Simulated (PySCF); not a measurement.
# C3H9N (propylamine): the cost of one run

Programs: PySCF 2.14.0, with routines of our own; each step states its level. All values are computed. Atoms count from 0.

## 1. The system as given

13 atoms, charge 0, multiplicity 1; geometry from: GFN2-xTB.

## 2. Geometry optimisation at PBE0-D3(BJ)/def2-TZVP

Job settings and geometry (Å):

```
{"job": {"xc": "PBE0", "basis": "def2-TZVP", "d3": "d3bj", "grid": 2, "kind": "geom"}, "charge": 0, "multiplicity": 1}
C     -1.720400    -0.117985    -0.584448
C     -0.366191    -0.555090    -0.042188
C      0.726949     0.465452    -0.350828
N      2.019963    -0.047695     0.075099
H     -1.999836     0.850907    -0.175334
H     -2.489361    -0.838272    -0.315892
H     -1.690574    -0.035555    -1.668578
H     -0.432188    -0.691097     1.040288
H     -0.077290    -1.511146    -0.480492
H      0.779494     0.628327    -1.431545
H      0.464456     1.428955     0.121116
H      2.025293    -0.190958     1.080025
H      2.755296     0.614643    -0.146199
```

On the command line:

```sh
$ OMP_NUM_THREADS=1 python excited_run.py task.json out
```

This one command runs all jobs of the session in turn.

**Question.** How long does this first job take on 1 thread of Arm Neoverse V2, shared host, and how much memory does it need?

About 53 s, with a peak of 0.76 GiB.
